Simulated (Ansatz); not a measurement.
# Ta2N (P-3m1) in Ansatz: a series of runs

Runs on Ta2N. Level: PBE. Tasks: single point.

Everything below comes from runs of Ansatz 0.2.0. Logs are shortened: lines on timing, memory, paths and dates and some standing lists are left out, and cuts for length are marked.

**1. Starting point**

The structure is trigonal, space group P-3m1 (No. 164). Conventional cell: a = 3.113 Å, b = 3.113 Å, c = 4.870 Å, α = 90.00°, β = 90.00°, γ = 120.00°. Around Ta (site symmetry 3m) lie 3 N at 2.18 Å. N (site symmetry -3m) has 6 Ta at 2.18 Å as nearest neighbours.

The cell comes from a database or a generator and needn't be the stable form of this composition.

**2. Single point, PBE, 12.80 Å³/atom (volume scaled by 0.94)**

input.yaml reads:

```yaml
crystal:
  lattice:
    - [3.0493158896, 0.0, 0.0]
    - [-1.5246579448, 2.6407850245, 0.0]
    - [0.0, 0.0, 4.7704285953]
  atoms:
    - { symbol: Ta, position: [0.3333333333, 0.6666666667, 0.254711] }
    - { symbol: Ta, position: [0.6666666667, 0.3333333333, 0.745289] }
    - { symbol: "N", position: [0.0, 0.0, 0.0] }
kpoints:
  mp_grid: { grid: [10, 10, 6] }
scf:
  occupations: { method: fermi_dirac, width: 0.05 }
hamiltonian:
  xc: pbe
  pseudopotentials: { kind: all_electron, lapw: { basis_error: 0.001 } }
output:
  forces: true
  stress: true
  eigenvalues: true
```

Potentials or basis: all-electron LAPW, scalar-relativistic.

Command:

```bash
$ ansatz run input.yaml --threads 2 --pin off --max-ram 5120MiB --backend cpu --events-out ev --progress --plain --runs-dir out
```

Log:

```text
Warning: RAYON_NUM_THREADS=2 ignored (pool sized by the plan → 2); use --threads N
LAPW: plane waves up to 10.025 Å⁻¹, error target 1.0e-3 eV per atom; small_component_spin mean_spin; N in spheres of 0.901 Å, 7 of its electrons in bands, Dirac shells []; Ta in spheres of 1.238 Å, 43 of its electrons in bands, Dirac shells [] (how accurate: hamiltonian.pseudopotentials.lapw.basis_error, Limitations)
Engine: ansatz 0.2.0, x86_64-unknown-linux-gnu
Pseudopotentials: kind: all_electron
Pseudopotential: Ta, LAPW, valence charge 43, lapw/all_electron/scalar/gaussian/Ta, Koelling and Harmon's equation, gaussian nucleus
Pseudopotential: N, LAPW, valence charge 7, lapw/all_electron/scalar/gaussian/N, Koelling and Harmon's equation, gaussian nucleus
Functional definition: PBE
  parameter kappa = 0.804
  parameter beta = 0.06672455060314922
  exchange = pbe_x(kappa = kappa, mu = beta*pi^2/3)
  correlation = pbe_c(beta = beta)
Crystal: 3 atoms, lattice volume = 38.414 Å³
Basis set: ecut = 382.8717022298424 eV, 627 PW (Γ), exchange–correlation at level 2
Bands: 56, of which v1, the nominal top of the filled ones, is band 47 counted from 1 (46 counted from 0)
Symmetry: 12 space group operations
Space group: P-3m1 (ITA 164), of the structure as read, at distance tolerance 3.4e-5 Å
k-points: 72 of 600
Non-local potential: Ta, projectors of the file, none
Non-local potential: N, projectors of the file, none
Initial density: superposition of atomic densities (chi_scale 0.1, normalization cell, long waves kept (reshape's long-wave potential 0.07 eV rms))
Initial wavefunctions: plane waves of lowest kinetic energy (no species holds an atomic orbital)
Functional: x = pbe(κ = 0.804, μ = 0.2195149727645171), c = pbe(β = 0.06672455060314922)
iter 1 solved again at ethr=4.61e-3 eV; its pass at ethr=1.00e-1 eV (dr2=4.29e0 eV) is discarded
SCF iter   1: F=—  HF=-850632.300725 eV  |F-HF|=—  |Δ(HF+E_count)|=         —  Δρ=9.72e-2  dr2=4.29e0  ethr=4.61e-3  ⟨swp⟩=2.0  Hψ=25081  notcnv=0
preconditioner: auto → Kerker (q_TF=auto, 3.161 Å⁻¹)  [metal: Δε(μ)=0.006 eV  Ē_g=23.873 eV  σ=0.050 eV  W_gap=0.03  n_scr=22 (ndim 8)  ℏωp=44.4 eV  f_vac=0.000  D(μ)=1.70/eV (n_scr^D=22)]
iter 2 solved again at ethr=3.03e-4 eV; its pass at ethr=4.61e-3 eV (dr2=2.82e-1 eV) is discarded
SCF iter   2: F=—  HF=-850630.701900 eV  |F-HF|=—  |Δ(HF+E_count)|=    1.60e0  Δρ=2.62e-2  dr2=2.82e-1  ethr=3.03e-4  ⟨swp⟩=2.0  Hψ=20121  notcnv=0
SCF iter   3: F=—  HF=-850630.665546 eV  |F-HF|=—  |Δ(HF+E_count)|=   3.64e-2  Δρ=2.61e-2  dr2=3.11e-1  ethr=3.03e-4  ⟨swp⟩=2.0  Hψ=12661  notcnv=0
SCF iter   4: F=—  HF=-850630.680561 eV  |F-HF|=—  |Δ(HF+E_count)|=         —  Δρ=1.03e-2  dr2=5.05e-2  ethr=3.03e-4  ⟨swp⟩=2.0  Hψ=12162  notcnv=0
the basis was enlarged: its passes take 701.4 KiB over the memory plan, 2 of 2 planned eigensolver slots
SCF iter   5: F=—  HF=-850630.617802 eV  |F-HF|=—  |Δ(HF+E_count)|=   6.28e-2  Δρ=3.64e-3  dr2=5.76e-3  ethr=5.43e-5  ⟨swp⟩=2.0  Hψ=12100  notcnv=0
SCF iter   6: F=—  HF=-850630.618393 eV  |F-HF|=—  |Δ(HF+E_count)|=   5.91e-4  Δρ=1.33e-3  dr2=8.38e-4  ethr=6.19e-6  ⟨swp⟩=2.0  Hψ=12088  notcnv=0
SCF iter   7: F=—  HF=-850630.618368 eV  |F-HF|=—  |Δ(HF+E_count)|=   2.47e-5  Δρ=4.41e-4  dr2=8.22e-5  ethr=9.01e-7  ⟨swp⟩=2.0  Hψ=12088  notcnv=0
SCF iter   8: F=—  HF=-850630.618347 eV  |F-HF|=—  |Δ(HF+E_count)|=   2.08e-5  Δρ=9.74e-5  dr2=5.59e-6  ethr=8.84e-8  ⟨swp⟩=2.0  Hψ=12088  notcnv=0
SCF iter   9: F=—  HF=-850630.618346 eV  |F-HF|=—  |Δ(HF+E_count)|=   1.09e-6  Δρ=5.97e-5  dr2=1.87e-6  ethr=6.02e-9  ⟨swp⟩=2.0  Hψ=12088  notcnv=0
SCF iter  10: F=—  HF=-850630.618346 eV  |F-HF|=—  |Δ(HF+E_count)|=   4.01e-7  Δρ=1.68e-5  dr2=1.06e-7  ethr=2.01e-9  ⟨swp⟩=2.3  Hψ=12114  notcnv=0
SCF iter  11: F=-850630.618346 eV  HF=-850630.618346 eV  |F-HF|=1.49e-8  |Δ(HF+E_count)|=   1.40e-7  Δρ=5.24e-6  dr2=9.12e-9  ethr=1.14e-10  ⟨swp⟩=2.0  Hψ=12088  notcnv=0
SCF 1 converged in 11 iterations: F = -850630.618346 eV  dr2 = 9.12e-9
SCF converged after 11 iterations
Free energy (F): -850630.618346 eV
Harris-Foulkes:  -850630.618346 eV  (|F-HF|=1.49e-8)
Internal energy: -850630.605463 eV  (E = F + TS)
E sigma→0 (E₀):  -850630.611904 eV
Entropy (-TS):   -0.012883 eV (-4.294 meV/atom)
Fermi energy:    26.755953 eV
--- Per-component energies (eV) ---
  E_band       = -8717.555869
  E_kinetic    = 949370.810874
  E_xc         = -17438.051394
  E_electrostatic = -1782563.364943  (all electrons and nuclei)
  E_smearing   = -0.012883  (= −TS)
  E_closure    = 0.000000  (closes the sum)
  E_atoms      = -850600.481628  (free atoms, spherical and without spin; not in F)
  Σ components = -850630.618346   (vs F -850630.618346, Δ=0.00e0)
  Basis errors (estimates in eV, not in F): energy 3.7e-4 per atom: plane waves 3.3e-4 (1.8e-4 summed), levels above the bands 6.5e-94, relativity 7.9e-8, radial functions 4.0e-5, core shells 1.1e-6; eigenvalues (radial functions only) 4.6e-6; not estimated: angular momenta, meshes, grids; target (lapw.basis_error) 1.0e-3; muffin-tin radii N 0.901 Å, Ta 1.238 Å
--- Forces (eV/Å), atoms counted from 1 ---
  atom   1  Ta     0.00000000     0.00000000     0.36124446
  atom   2  Ta     0.00000000    -0.00000000    -0.36124446
  atom   3  N     -0.00000000     0.00000000     0.00000000
  max |Σ_I F_I| component: 3.94e-31 eV/Å
--- Stress (GPa, compression-positive) ---
       17.640131       0.000000       0.000000
        0.000000      17.640131      -0.000000
        0.000000      -0.000000      19.296916
  P = ⅓ Tr σ = 18.1924 GPa (181.924 kbar)
--- Band table (eV; the first three rows and the last of 72) ---
  k-point 0: bands = ["-368.9772", "-368.9772", "-368.9772", "-368.9772", "-368.9690", "-368.9690", "-351.8960", "-190.5320", "-190.5320", "-190.5320", "-190.5320", "-190.5285", "-190.5285", "-190.5285", "-190.5285", "-190.5187", "-190.5187", "-41.7167", "-41.6144", "-8.9334", "-8.0204", "-8.0204", "-7.8686", "-7.8686", "-7.7428", "6.4939", "6.5363", "6.5521", "6.5521", "6.5603", "6.5733", "6.5733", "6.5806", "6.5806", "6.5863", "6.6027", "6.6059", "6.6088", "6.6088", "9.0781", "17.9769", "20.4037", "20.4037", "21.8320", "26.0464", "26.5085", "26.5085", "27.0374", "27.0599", "27.0599", "28.0046", "28.0046", "32.0628", "34.0796", "34.0796", "37.3981"]
  k-point 1: bands = ["-368.9772", "-368.9772", "-368.9772", "-368.9772", "-368.9690", "-368.9690", "-351.8960", "-190.5320", "-190.5320", "-190.5320", "-190.5320", "-190.5285", "-190.5285", "-190.5285", "-190.5285", "-190.5187", "-190.5187", "-41.7099", "-41.6213", "-8.8606", "-8.0106", "-8.0106", "-7.8785", "-7.8785", "-7.8293", "6.4900", "6.5385", "6.5481", "6.5481", "6.5622", "6.5696", "6.5696", "6.5864", "6.5864", "6.5865", "6.6029", "6.6057", "6.6110", "6.6110", "9.1454", "17.8178", "20.3510", "20.3510", "22.1578", "25.5186", "26.1841", "26.1841", "27.3470", "27.3470", "27.6114", "28.5411", "28.5411", "31.1143", "33.3959", "33.3959", "38.2056"]
  k-point 2: bands = ["-368.9772", "-368.9772", "-368.9772", "-368.9772", "-368.9690", "-368.9690", "-351.8960", "-190.5320", "-190.5320", "-190.5320", "-190.5320", "-190.5285", "-190.5285", "-190.5285", "-190.5285", "-190.5187", "-190.5187", "-41.6914", "-41.6400", "-8.6582", "-8.0587", "-7.9843", "-7.9843", "-7.9051", "-7.9051", "6.4839", "6.5398", "6.5434", "6.5434", "6.5619", "6.5619", "6.5688", "6.5855", "6.5983", "6.5983", "6.6035", "6.6051", "6.6125", "6.6125", "9.2835", "17.5253", "20.2523", "20.2523", "22.9544", "24.7728", "25.7257", "25.7257", "28.3034", "28.3034", "28.3261", "29.3101", "29.3101", "29.6778", "31.8889", "31.8889", "37.5933"]
  k-point 71: bands = ["-368.9772", "-368.9772", "-368.9772", "-368.9772", "-368.9690", "-368.9690", "-351.8960", "-190.5320", "-190.5320", "-190.5320", "-190.5320", "-190.5285", "-190.5285", "-190.5285", "-190.5285", "-190.5187", "-190.5187", "-41.6133", "-41.6124", "-8.7049", "-8.6810", "-8.4741", "-8.4223", "-7.9432", "-7.9417", "6.5172", "6.5541", "6.5552", "6.5698", "6.5754", "6.5756", "6.5775", "6.5780", "6.5799", "6.5853", "6.5867", "6.5879", "6.5982", "6.5990", "10.0436", "18.6716", "18.9588", "20.1031", "24.1687", "24.7067", "24.7970", "26.9877", "27.1569", "28.5390", "30.7254", "31.3895", "32.4809", "32.8796", "34.6814", "35.0912", "37.6104"]
```

Wall time 27 s (2 threads of Intel Xeon Platinum 8375C at 2.90GHz (Ice Lake), shared host); peak memory 0.68 GiB.

Results:

```yaml
Free_energy: -850630.6183 eV
Pressure: 18.2 GPa
Largest_force: 0.361 eV/Å
Band_gap_on_the_k_mesh: none (metal or under the smearing width)
```

**3. Single point, PBE, 13.08 Å³/atom (volume scaled by 0.96)**

Edit input.yaml of step 2 so:

```diff
@@ -2,5 +2,5 @@
   lattice:
-    - [3.0493158896, 0.0, 0.0]
-    - [-1.5246579448, 2.6407850245, 0.0]
-    - [0.0, 0.0, 4.7704285953]
+    - [3.0707906527, 0.0, 0.0]
+    - [-1.5353953264, 2.6593827149, 0.0]
+    - [0.0, 0.0, 4.8040242697]
   atoms:
```

Potentials or basis: all-electron LAPW, scalar-relativistic.

Command:

```bash
$ ansatz run input.yaml --threads 2 --pin off --max-ram 5120MiB --backend cpu --events-out ev --progress --plain --runs-dir out
```

Run time: 29 s. Hardware: 2 threads of Intel Xeon Platinum 8375C at 2.90GHz (Ice Lake), shared host; peak memory 0.68 GiB.

It converged, with:

- Free energy: -850630.6926 eV
- Pressure: 11.0 GPa
- Largest force: 0.225 eV/Å
- Band gap on the k mesh: none (metal or under the smearing width)

**4. Single point, PBE, 13.35 Å³/atom (volume scaled by 0.98)**

Edit input.yaml of step 3 so:

```diff
@@ -2,5 +2,5 @@
   lattice:
-    - [3.0707906527, 0.0, 0.0]
-    - [-1.5353953264, 2.6593827149, 0.0]
-    - [0.0, 0.0, 4.8040242697]
+    - [3.0919691885, 0.0, 0.0]
+    - [-1.5459845943, 2.6777238649, 0.0]
+    - [0.0, 0.0, 4.8371565186]
   atoms:
```

Command:

```bash
$ ansatz run input.yaml --threads 2 --pin off --max-ram 5120MiB --backend cpu --events-out ev --progress --plain --runs-dir out
```

It took 28 s on 2 threads of Intel Xeon Platinum 8375C at 2.90GHz (Ice Lake), shared host; peak memory 0.69 GiB.

It converged, with:

| Property | Result |
| --- | --- |
| Free energy | -850630.7322 eV |
| Pressure | 4.6 GPa |
| Largest force | 0.101 eV/Å |
| Band gap on the k mesh | none (metal or under the smearing width) |

**5. Single point, PBE, 13.62 Å³/atom**

Edit input.yaml of step 4 so:

```diff
@@ -2,5 +2,5 @@
   lattice:
-    - [3.0919691885, 0.0, 0.0]
-    - [-1.5459845943, 2.6777238649, 0.0]
-    - [0.0, 0.0, 4.8371565186]
+    - [3.112861506, 0.0, 0.0]
+    - [-1.556430753, 2.6958171426, 0.0]
+    - [0.0, 0.0, 4.869841]
   atoms:
```

Command:

```bash
$ ansatz run input.yaml --threads 2 --pin off --max-ram 5120MiB --backend cpu --events-out ev --progress --plain --runs-dir out
```

It took 27 s on 2 threads of Intel Xeon Platinum 8375C at 2.90GHz (Ice Lake), shared host; peak memory 0.67 GiB.

The run converged. Its results:

| Item | Value |
| --- | --- |
| Free energy | -850630.7406 eV |
| Pressure | -1.2 GPa |
| Largest force | 0.012 eV/Å |
| Band gap on the k mesh | none (metal or under the smearing width) |

**6. Single point, PBE, 13.89 Å³/atom (volume scaled by 1.02)**

Edit input.yaml of step 5 so:

```diff
@@ -2,5 +2,5 @@
   lattice:
-    - [3.112861506, 0.0, 0.0]
-    - [-1.556430753, 2.6958171426, 0.0]
-    - [0.0, 0.0, 4.869841]
+    - [3.1334770837, 0.0, 0.0]
+    - [-1.5667385418, 2.7136707566, 0.0]
+    - [0.0, 0.0, 4.9020925425]
   atoms:
```

Potentials or basis: all-electron LAPW, scalar-relativistic.

Command:

```bash
$ ansatz run input.yaml --threads 2 --pin off --max-ram 5120MiB --backend cpu --events-out ev --progress --plain --runs-dir out
```

Run time: 27 s. Hardware: 2 threads of Intel Xeon Platinum 8375C at 2.90GHz (Ice Lake), shared host; peak memory 0.67 GiB.

The run converged. Its results:

```
Free energy            : -850630.7211 eV
Pressure               : -6.4 GPa
Largest force          : 0.116 eV/Å
Band gap on the k mesh : none (metal or under the smearing width)
```

**7. Single point, PBE, 14.17 Å³/atom (volume scaled by 1.04)**

Edit input.yaml of step 6 so:

```diff
@@ -2,5 +2,5 @@
   lattice:
-    - [3.1334770837, 0.0, 0.0]
-    - [-1.5667385418, 2.7136707566, 0.0]
-    - [0.0, 0.0, 4.9020925425]
+    - [3.1538249076, 0.0, 0.0]
+    - [-1.5769124538, 2.731292489, 0.0]
+    - [0.0, 0.0, 4.9339252043]
   atoms:
```

Command:

```bash
$ ansatz run input.yaml --threads 2 --pin off --max-ram 5120MiB --backend cpu --events-out ev --progress --plain --runs-dir out
```

Run time: 26 s. Hardware: 2 threads of Intel Xeon Platinum 8375C at 2.90GHz (Ice Lake), shared host; peak memory 0.68 GiB.

It converged, with:

```yaml
Free_energy: -850630.6765 eV
Pressure: -11.0 GPa
Largest_force: 0.211 eV/Å
Band_gap_on_the_k_mesh: none (metal or under the smearing width)
```

**8. Single point, PBE, 14.44 Å³/atom (volume scaled by 1.06)**

Edit input.yaml of step 7 so:

```diff
@@ -2,5 +2,5 @@
   lattice:
-    - [3.1538249076, 0.0, 0.0]
-    - [-1.5769124538, 2.731292489, 0.0]
-    - [0.0, 0.0, 4.9339252043]
+    - [3.1739135059, 0.0, 0.0]
+    - [-1.586956753, 2.7486897255, 0.0]
+    - [0.0, 0.0, 4.9653523268]
   atoms:
```

Command:

```bash
$ ansatz run input.yaml --threads 2 --pin off --max-ram 5120MiB --backend cpu --events-out ev --progress --plain --runs-dir out
```

Run time: 26 s. Hardware: 2 threads of Intel Xeon Platinum 8375C at 2.90GHz (Ice Lake), shared host; peak memory 0.68 GiB.

The run converged. Its results:

* Free energy: -850630.6093 eV
* Pressure: -15.2 GPa
* Largest force: 0.298 eV/Å
* Band gap on the k mesh: none (metal or under the smearing width)
